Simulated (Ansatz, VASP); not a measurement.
FeSi in VASP and in Ansatz

```
Fe Si
1.0
     2.72703    0.00000    0.00000
     0.00000    2.72703    0.00000
     0.00000    0.00000    2.72703
Fe Si
1 1
Direct
  0.00000 0.00000 0.00000
  0.50000 0.50000 0.50000
```

Alike in both runs: functional r2SCAN; k mesh 16 × 16 × 16; occupations gaussian, width 0.05 eV; no spin polarisation.

Ansatz relaxed the structure, and its values are those at the end. VASP's run is a single point on that final structure, the one shown.

```csv
,VASP,Ansatz
version,VASP 6.6.1,Ansatz 0.2.0
potentials or method,"VASP PAW PBE potentials, release 64 (Fe, Si)","scalar-relativistic, plane waves, PAW"
plane-wave cutoff (eV),520,500
valence electrons in the cell,12,20
```

```tsv
	VASP	Ansatz	Ansatz less VASP
gap on the k mesh at the Fermi level (eV)	none	none	-
pressure (GPa)	0.6	0.0	-0.58
```

A gap of «none» marks a metal or a gap that the smearing closes. The two sets of potentials don't hold the same shells in valence.

Caveats: the PAW data sets were made with another functional, which shifts forces and pressure a little (VASP). Spin polarisation is off, so any magnetic state and its effect on volume and gap are missing.
